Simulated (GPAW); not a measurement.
The system is C.

```
C
1.0
     2.12732   -1.22828    0.00000
     2.12732    1.22828    0.00000
    -1.37907    0.00000    3.50283
C
2
Direct
  0.16664 0.16664 0.99991
  0.83336 0.83336 0.00009
```

This is a stacking variant of graphite.

* Program: GPAW 26.7.0
* Task: relaxation of cell and atoms
* Functional: PBEsol
* Dispersion: D3
* Potentials or basis: PAW data sets generated in the run's folder for this functional
* Cutoff: 800 eV
* Basis: pw
* k mesh: 9 × 9 × 6
* Occupations: fermi-dirac, width 0.05 eV
* Spin: no spin polarisation

At the start: pressure 0.1 GPa; volume 9.15 Å³/atom.

Q: How do energy, volume and symmetry change on relaxing?

A: Over 8 steps the energy falls by 4.0 meV/atom and the volume is 8.43 Å³/atom (-7.9 %); space group R-3m (No. 166, to 0.05 Å).

The path:
```
step  energy change (eV)  largest force (eV/Å)  pressure (GPa)  volume (Å³)
   1              0.0000                0.0161            0.11        18.31
   2             -0.0004                0.0086           -0.32        18.31
   3             -0.0014                0.0198           -1.91        18.28
   4             -0.0020                0.0344           -2.60        18.21
   5             -0.0041                0.0655           -4.17        17.82
   6             -0.0056                0.0844           -4.35        17.30
   7             -0.0071                0.0525           -2.51        16.94
   8             -0.0080                0.0181           -0.05        16.86
```

Final structure:
```
C
1.0
     2.12965   -1.22925   -0.00364
     2.12965    1.22925   -0.00364
    -1.38667    0.00000    3.22262
C
2
Cartesian
  -0.6769 0.0000 3.2196
  3.5496 0.0000 -0.0043
```

Caveat: later steps reuse the first step's grids.
